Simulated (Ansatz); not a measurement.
Cr: reading a single point

```
Cr
1.0
     0.00000    1.82889    1.82889
     1.82889    0.00000    1.82889
     1.82889    1.82889    0.00000
Cr
1
Cartesian
  0.0000 0.0000 0.0000
```

Level: r2SCAN, no spin polarisation; 500 eV; 16×16×16 Γ-centred mesh; gaussian occupations (width 0.048 eV); Ansatz 0.2.0, fixed geometry.

Problem. What does the stress say?

Solution. The pressure is -12.0 GPa (compression positive), so with the atoms held at these fractions the cell would first shrink.

Problem. Is there a gap?

Solution. It is a metal, with about 1.8 states/eV a cell as the mean within 0.25 eV of the Fermi level, mostly Cr d (93 %).

Problem. Describe some of the short contacts.

Solution. Cr–Cr at 2.59 Å: least valence density 0.32 e/Å³ and ELF 0.31 there. Both are smooth PAW fields, read partly inside the augmentation spheres.

Origin: a database entry at a rescaled volume. Caveats: no spin polarisation, so a magnetic state may lie lower; atoms or cell far from equilibrium.
